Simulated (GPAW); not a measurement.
Write an ASE script for GPAW 26.7.0 that does the following.

```yaml
Task: relaxation of cell and atoms
Functional: BLYP
Potentials_or_basis: PAW data sets generated in the run's folder for this functional
Cutoff: 600 eV
Basis: pw
k_mesh: 8 × 8 × 8
Occupations: fermi-dirac, width 0.05 eV
Spin: no spin polarisation
Eigensolver: davidson
Maxiter: 150
Optimizer: BFGS
Fmax: 0.02 eV/Å
Max_steps: 60
Convergence: density=1e-05 forces=0.0001
```

The structure of InPd lies in POSCAR:

```
InPd
1.0
    3.2718847800      0.0000000000      0.0000000000
    0.0000000000      3.2718847800      0.0000000000
    0.0000000000      0.0000000000      3.2718847800
In Pd
1 1
Direct
    0.0000000000      0.0000000000      0.0000000000
    0.5000000000      0.5000000000      0.5000000000
```

The cell comes from a database or a generator and needn't be the stable form of this composition.

These files were run (other wordings do the same):

run.py

```python
from ase.filters import FrechetCellFilter
from ase.io import read, write
from ase.optimize import BFGS
from gpaw import GPAW, PW, setup_paths

setup_paths.insert(0, '.')

atoms = read('POSCAR')

calc = GPAW(mode=PW(600),
            xc='BLYP',
            kpts={'size': (8, 8, 8), 'gamma': True},
            occupations={'name': 'fermi-dirac', 'width': 0.05},
            nbands=26,
            convergence={'density': 1e-05, 'forces': 0.0001},
            eigensolver='davidson',
            maxiter=150,
            txt='gpaw.txt')
atoms.calc = calc
opt = BFGS(FrechetCellFilter(atoms), trajectory='relax.traj', logfile='-')
done = opt.run(fmax=0.02, steps=60)
calc.write('gs.gpw')
write('result.traj', atoms)
print('Converged:', done)
print('Cell:', atoms.cell.cellpar().round(4))
print('Volume:', round(atoms.get_volume(), 4))
print(atoms.get_scaled_positions().round(5))
```

Potentials or basis: PAW data sets generated in the run's folder for this functional, pw.

Launch:

```console
$ gpaw-setup -f BLYP In Pd
$ OMP_NUM_THREADS=1 python run.py
```

Results of the run:

```json
{
 "Relaxed volume": "19.46 Å³/atom",
 "Relaxed cell": "a = 3.389 Å, b = 3.389 Å, c = 3.389 Å, α = 90.00°, β = 90.00°, γ = 90.00°",
 "Space group after relaxing (to 0.05 Å)": "Pm-3m (No. 221)",
 "Energy gained by relaxing": "62.2 meV/atom",
 "Ionic steps": "4",
 "Pressure after relaxing": "0.1 GPa",
 "Band gap on the k mesh": "none (metal or under the smearing width)"
}
```

Caveat: later steps reuse the first step's grids.

Run time: 54 s on 1 thread of Arm Neoverse V2 (shared host), peak memory 0.22 GiB.
